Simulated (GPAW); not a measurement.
# GaSb (F-43m) in GPAW: single point with PBE

Aim: the single point of GaSb with PBE.

Everything below comes from runs of GPAW 26.7.0. Logs are shortened: lines on timing, memory, paths and dates and some standing lists are left out, and cuts for length are marked. The log counts tension as positive stress, the text compression.

**The experiment to reproduce.**

From a printed reference work, data compilation, for a bulk crystal of GaSb at 4.2 K: band gap 0.811 eV (direct).

The results are compared with them further down.

## Step 1: The crystal as given

Symmetry: F-43m, No. 216, cubic system. The conventional cell has a = 6.118 Å, b = 6.118 Å, c = 6.118 Å, α = 90.00°, β = 90.00°, γ = 90.00°. Around Sb (site symmetry -43m) lie 4 Ga at 2.65 Å. Ga (site symmetry -43m) is surrounded by 4 Sb at 2.65 Å.

## Step 2: Single point, PBE

Input file run.py:

```python
from ase.dft.bandgap import bandgap
from ase.io import write
from ase.spacegroup import crystal
from ase.units import GPa
from gpaw import GPAW, PW

# Sb 4c
# Ga 4a
atoms = crystal(['Sb', 'Ga'],
                basis=[[0.25, 0.25, 0.25],
                       [0.0, 0.0, 0.0]],
                spacegroup=216, setting=1,  # F-43m
                cellpar=[6.118, 6.118, 6.118, 90.0, 90.0, 90.0],
                primitive_cell=True)

calc = GPAW(mode=PW(450),
            xc='PBE',
            kpts={'size': (6, 6, 6), 'gamma': True},
            occupations={'name': 'fermi-dirac', 'width': 0.05},
            nbands=18,
            maxiter=120,
            txt='gpaw.txt')
atoms.calc = calc
energy = atoms.get_potential_energy()
forces = atoms.get_forces()
stress = atoms.get_stress()
calc.write('gs.gpw')
write('result.traj', atoms)
print(f'Energy: {energy:.6f} eV')
print('Forces (eV/A):')
print(forces.round(4))
print('Stress (GPa):', (stress / GPa).round(3))
print('Fermi level:', round(calc.get_fermi_level(), 4), 'eV')
print(f'Gap: {bandgap(calc)[0]:.4f} eV, direct: {bandgap(calc, direct=True)[0]:.4f} eV')
```

Potentials or basis: GPAW PAW data sets (gpaw-data 1.2.1), pw.

Command:

```console
> OMP_NUM_THREADS=1 python run.py
```

gpaw.txt:

```text
__  _  _
 | _ |_)|_||  |
 |__||  | ||/\| - 26.7.0

Input parameters:
  mode=PW(ecut=450.00000000000006),
  kpts=MonkhorstPack(size=(6, 6, 6), gamma=True),
  maxiter=120,
  nbands=18,
  occupations=Occupations(name='fermi-dirac', width=0.05),
  xc=XC(name='PBE')

Diagonalizing LCAO Hamiltonian
Converting LCAO to pw mode

            Sb

       Ga

Atoms  # Å, Bohr magnetons
|   | symbol |        x |        y |        z |    initial magnetic moments |
|---|--------|----------|----------|----------|-----------------------------|
| 0 |     Sb | 1.529500 | 1.529500 | 1.529500 | ( 0.0000,  0.0000,  0.0000) |
| 1 |     Ga | 0.000000 | 0.000000 | 0.000000 | ( 0.0000,  0.0000,  0.0000) |

Unit cell  # Å
| periodic |        x |        y |        z |  lengths |    angles |
|----------|----------|----------|----------|----------|-----------|
|      yes | 0.000000 | 3.059000 | 3.059000 | 4.326079 | 60.000000 |
|      yes | 3.059000 | 0.000000 | 3.059000 | 4.326079 | 60.000000 |
|      yes | 3.059000 | 3.059000 | 0.000000 | 4.326079 | 60.000000 |

Number of symmetries: 24
Symmetry operations  # r_c * U_cc + t_c -> r_c
|    | kind |            matrix            |
|----|------|------------------------------|
|  0 |  E   |  1, 0, 0,  0, 1, 0,  0, 0, 1 |
|  1 |  σ   |  1, 0, 0,  0, 0, 1,  0, 1, 0 |
|  2 |  σ   |  1, 0,-1,  0, 1,-1,  0, 0,-1 |
|  3 |  C3  |  1, 0,-1,  0, 0,-1,  0, 1,-1 |
|  4 |  C3  |  1,-1, 0,  0,-1, 1,  0,-1, 0 |
|  5 |  σ   |  1,-1, 0,  0,-1, 0,  0,-1, 1 |
|  6 |  σ   |  0, 1, 0,  1, 0, 0,  0, 0, 1 |
|  7 |  C3  |  0, 1, 0,  0, 0, 1,  1, 0, 0 |
|  8 |  C2  |  0, 1,-1,  1, 0,-1,  0, 0,-1 |
|  9 |  S4  |  0, 1,-1,  0, 0,-1,  1, 0,-1 |
| 10 |  C3  |  0, 0, 1,  1, 0, 0,  0, 1, 0 |
| 11 |  σ   |  0, 0, 1,  0, 1, 0,  1, 0, 0 |
| 12 |  S4  |  0, 0,-1,  1, 0,-1,  0, 1,-1 |
| 13 |  C3  |  0, 0,-1,  0, 1,-1,  1, 0,-1 |
| 14 |  S4  |  0,-1, 1,  1,-1, 0,  0,-1, 0 |
| 15 |  C2  |  0,-1, 1,  0,-1, 0,  1,-1, 0 |
| 16 |  C3  |  0,-1, 0,  1,-1, 0,  0,-1, 1 |
| 17 |  S4  |  0,-1, 0,  0,-1, 1,  1,-1, 0 |
| 18 |  S4  | -1, 1, 0, -1, 0, 1, -1, 0, 0 |
| 19 |  C3  | -1, 1, 0, -1, 0, 0, -1, 0, 1 |
| 20 |  C3  | -1, 0, 1, -1, 1, 0, -1, 0, 0 |
| 21 |  S4  | -1, 0, 1, -1, 0, 0, -1, 1, 0 |
| 22 |  σ   | -1, 0, 0, -1, 1, 0, -1, 0, 1 |
| 23 |  C2  | -1, 0, 0, -1, 0, 1, -1, 1, 0 |

BZ-sampling:
  Number of BZ points: 216
  Number of IBZ points: 16

  Monkhorst-Pack size: [6, 6, 6]
  Monkhorst-Pack shift: [0.08333333333333333, 0.08333333333333333, 0.08333333333333333]

K-points  # in reciprocal-cell coordinates
|     |                                coordinates |     weight |
|-----|--------------------------------------------|------------|
|   0 | (  0.00000000,   0.00000000,   0.00000000) | 0.00462963 |
|   1 | (  0.16666667,   0.16666667,   0.00000000) | 0.02777778 |
|   2 | (  0.16666667,   0.16666667,   0.16666667) | 0.03703704 |
|   3 | (  0.33333333,   0.16666667,   0.16666667) | 0.05555556 |
|   4 | (  0.33333333,   0.33333333,  -0.33333333) | 0.05555556 |
|   5 | (  0.33333333,   0.33333333,   0.00000000) | 0.02777778 |
|   6 | (  0.33333333,   0.33333333,   0.16666667) | 0.11111111 |
|   7 | (  0.33333333,   0.33333333,   0.33333333) | 0.03703704 |
|   8 | (  0.50000000,   0.33333333,  -0.33333333) | 0.11111111 |
|   9 | (  0.50000000,   0.33333333,  -0.16666667) | 0.05555556 |
| ... |                                            |            |
|  15 | (  0.50000000,   0.50000000,   0.50000000) | 0.01851852 |

Plane wave coefficients: 1258
Cutoff: 450.00000000000006 eV

Spin-components: 1 (collinear spins)
Bands:           18
Projectors:      11
Spin-degeneracy: 2
Datatype:        complex128

Parallelization:
  kpt:    1
  domain: 1
  band:   1

Density:
  Valence electrons: 18.0
  Components: 1
  Grid points: [24 24 24]
  Charge: 0.0  # |e|

Potential:
  Grid points: [24 24 24]

species:
  Sb:
    name:    Antimony
    Z:       51.0
    valence: 15
    core:    36
    charge:  0.0  # [|e|]
    compensation charges:
      type: gauss
      rc: 0.36  # [Å]
      lmax: 2
    cutoffs:
      filter: 2.23  # [Å]
      core: 2.23  # [Å]
    projectors
    | kind |    occ | energy [eV] | rcut [Å] |
    |------|--------|-------------|----------|
    |   5s |  2.000 |     -12.815 |    1.154 |
    |   5p |  3.000 |      -4.830 |    1.233 |
    |   4d | 10.000 |     -33.514 |    1.196 |
    |    s |        |      14.396 |    1.154 |
    |    p |        |      22.381 |    1.233 |
    |    d |        |      -6.303 |    1.196 |

    Using partial waves for Sb as LCAO basis

  Ga:
    name:    Gallium
    Z:       31.0
    valence: 3
    core:    28
    charge:  0.0  # [|e|]
    compensation charges:
      type: gauss
      rc: 0.37  # [Å]
      lmax: 2
    cutoffs:
      filter: 2.06  # [Å]
      core: 4.17  # [Å]
    projectors
    | kind |    occ | energy [eV] | rcut [Å] |
    |------|--------|-------------|----------|
    |   4s |  2.000 |      -8.945 |    1.164 |
    |   4p |  1.000 |      -2.580 |    1.164 |
    |    s |        |      18.266 |    1.164 |
    |    p |        |      24.631 |    1.164 |
    |    d |        |       0.000 |    1.164 |

    Using partial waves for Ga as LCAO basis

Reference energy: -229166.229777  # eV

eigensolver:
  PPCG
  Converge bands: occupied
  niter=2

density mixing:
  MSR1-Mixer
  Pratt-step length: 0.05
  Maximum mixing coefficient: 0.75
  Old densities: 10
  SVD Regularization: 0.005
  Good broyden scale: 1.0
  Trust region scale: 1.0
  Backstep threshold: 4.0
  History deletion threshold: 6.0
  Fourier metric: weight=20.0, sigma=0.015

occupation numbers:
  Fermi-Dirac:
    width: 0.0500  # eV

poisson solver:
  ecut: 3600.0000000000005  # eV

xc functional:
  name: PBE with 2 nearest neighbor stencil

convergence criteria:
- Maximum [total energy] change in last 3 cyles: 0.0005 eV / valence electron
- Maximum integral of absolute [dens]ity change: 0.0001 electrons / valence electron
- Maximum integral of absolute [eigenst]ate change: 4e-08 eV^2 / valence electron
maximum number of iterations: 120

SCF iterations
|iter     | |      energy | eigst |  dens |
|---------|-|-------------|-------|-------|
|iter:   1| |   -7.593388 | +0.03 |       |
|iter:   2| |   -7.595507 | -2.17 | -1.28 |
|iter:   3| |   -7.576702 | -2.55 | -1.31 |
|iter:   4| |   -7.578773 | -3.25 | -1.85 |
|iter:   5| |   -7.579156c| -4.29 | -2.59 |
|iter:   6| |   -7.579274c| -5.03 | -2.98 |
|iter:   7| |   -7.579275c| -6.64 | -4.14c|
|iter:   8| |   -7.579275c| -7.54c| -4.57c|

Converged in 8 steps
Energy contributions relative to reference atoms: (reference = -229166.229777)

Energy contributions:
  Kinetic:          13.153305
  Coulomb:         -11.545591
  Zero:              0.211437
  External:          0.000000
  Xc:               -9.397953
  Entropy:          -0.000946
  Spinorbit:         0.000000
  ----------------------------
  Free energy:      -7.579748
  Extrapolated:     -7.579275

dipole moment: (-20.280183, -20.280183, -20.280183)  # |e|*Ang

Fermi level: 4.971
Eigenvalues  # (at kpt = [0.000, 0.000, 0.000])
| band index |      eig [eV] | occ [0-2] |
|------------|---------------|-----------|
|          0 |       -23.849 |     2.000 |
|          1 |       -23.849 |     2.000 |
|          2 |       -23.849 |     2.000 |
|          3 |       -23.833 |     2.000 |
|          4 |       -23.833 |     2.000 |
|          5 |        -6.556 |     2.000 |
[... 10 lines left out ...]
|         16 |        14.428 |     0.000 |
|         17 |        14.428 |     0.000 |

Gap: 0.089 eV
Transition (v -> c):
  (s=0, k=0, n=8, [0.00, 0.00, 0.00]) -> (s=0, k=0, n=9, [0.00, 0.00, 0.00])
No difference between direct/indirect transitions

Forces  # eV/Ang
|        x |        y |        z |
|----------|----------|----------|
| -0.00000 |  0.00000 |  0.00000 |  # Sb   0
|  0.00000 | -0.00000 | -0.00000 |  # Ga   1

Stress tensor  # eV/Ang^3
|         x |         y |         z |
|-----------|-----------|-----------|
| -0.009605 |  0.000000 | -0.000000 |
|  0.000000 | -0.009605 | -0.000000 |
| -0.000000 | -0.000000 | -0.009605 |

# Writing to gs.gpw (mode='')
```

It took 9.8 s on 1 thread of Arm Neoverse V1, shared host; peak memory 0.14 GiB.

What came out:

```
Free energy            : -7.5797 eV
Pressure               : 1.5 GPa
Band gap on the k mesh : 0.09 eV, direct
```

Caveat: the cutoff is short for stress and forces, so pressures can be off by a GPa or more; spin-orbit coupling is left out, which moves the levels of the heavy elements.

## Step 3: Against experiment

Step 2. A measured gap of GaSb is 0.811 eV (direct; 4.2 K; a printed reference work, data compilation); the calculated 0.09 eV misses it by -0.72 eV. Spin-orbit coupling on Ga, Sb is left out. The value is that of PBE on a finite k mesh, which can miss the band edges, without temperature or zero-point motion. Semilocal functionals fall short of measured gaps as a rule.
